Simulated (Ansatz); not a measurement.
InN (zinc blende)

```
CELL_PARAMETERS angstrom
      0.00000     2.49330     2.49330
      2.49330     0.00000     2.49330
      2.49330     2.49330     0.00000
ATOMIC_POSITIONS crystal
  N  0.75000 0.75000 0.75000
  In 0.00000 0.00000 0.00000
```

The slice is a {110} plane (indices of the conventional cell) through the point (0.750, 0.750, 0.750) (fractional), spanned by u = [100] and v = [1 -1 -1] in vectors of this cell: u (3.53 Å) and v (4.99 Å, at 90° to u). It covers one period; positions are fractions (u, v).

The numbers are results of PBEsol (plane waves to 420 eV, PAW, scalar-relativistic; Ansatz, a quantum-chemistry and plane-wave program), not measurements. k mesh 11×11×11. Inside the PAW spheres the values are not all-electron values, and peaks at nuclei hang on which shells count as valence. At this level the bands of InN touch or barely overlap; measurements give the solid a gap. InN was relaxed with its symmetry unable to fall.

Three fields on this plane, each scaled to ten steps between its own extremes (0 low, 9 high; the total valence density on a logarithmic scale, the potential cut 8 eV below its top; x marks points blanked near nuclei; v = 0 in the bottom row):

Map A
```
|xxxxx52222225xxxx|
|xxxx732xxxx237xxx|
|xxxx42xxxxxx24xxx|
|xx952xxxxxxxx259x|
|88522xxxxxxxx2258|
|54323xxxxxxxx3234|
|22223xxxxxxxx3222|
|11223xxxxxxxx3221|
|011233xxxxxx33211|
|0012223xxxx322210|
|00011222222221100|
|00001111111111000|
|00000011111100000|
|00000000000000000|
|00000000000000000|
|11100000000000011|
|22210000000000122|
|55421000000001245|
|88753100000013578|
|xx98531000013589x|
|xxxx8520000258xxx|
|xxxx9631001369xxx|
|xxxxx74211247xxxx|
|xxxxx73211237xxxx|
```

Map B
```
|xxxxx20000002xxxx|
|xxxx100xxxx001xxx|
|xxxx00xxxxxx00xxx|
|xx410xxxxxxxx014x|
|76400xxxxxxxx0046|
|77400xxxxxxxx0047|
|76400xxxxxxxx0046|
|76400xxxxxxxx0046|
|775200xxxxxx00257|
|7764100xxxx001467|
|77764200000024677|
|77776543223456777|
|77777766666677777|
|77788888888888877|
|77788899999988877|
|77788999999998877|
|77888999999998887|
|78889999999999887|
|77889999999999887|
|xx68999999999986x|
|xxxx8999999998xxx|
|xxxx6888888886xxx|
|xxxxx77666677xxxx|
|xxxxx55322355xxxx|
```

Map C
```
|xxxxx87788778xxxx|
|xxxx999xxxx999xxx|
|xxxx99xxxxxx99xxx|
|xx999xxxxxxxx999x|
|77789xxxxxxxx9877|
|66679xxxxxxxx9766|
|44579xxxxxxxx9754|
|33468xxxxxxxx8643|
|223579xxxxxx97532|
|1124579xxxx975421|
|11234567887654321|
|11123445555443211|
|11112233443322111|
|11111222222221111|
|22211111111111122|
|33221110000111223|
|44332100000012334|
|65543210000123455|
|77654310000134567|
|xx87542100124578x|
|xxxx7532112357xxx|
|xxxx8643223468xxx|
|xxxxx75444457xxxx|
|xxxxx86655668xxxx|
```

### Question
Assign the maps to these fields: electron localisation function (ELF); valence electron density; electrostatic potential energy of an electron, from the cell's mean.

### Answer
A is the electron localisation function (ELF); B is the electrostatic potential energy of an electron, from the cell's mean; C is the valence electron density.
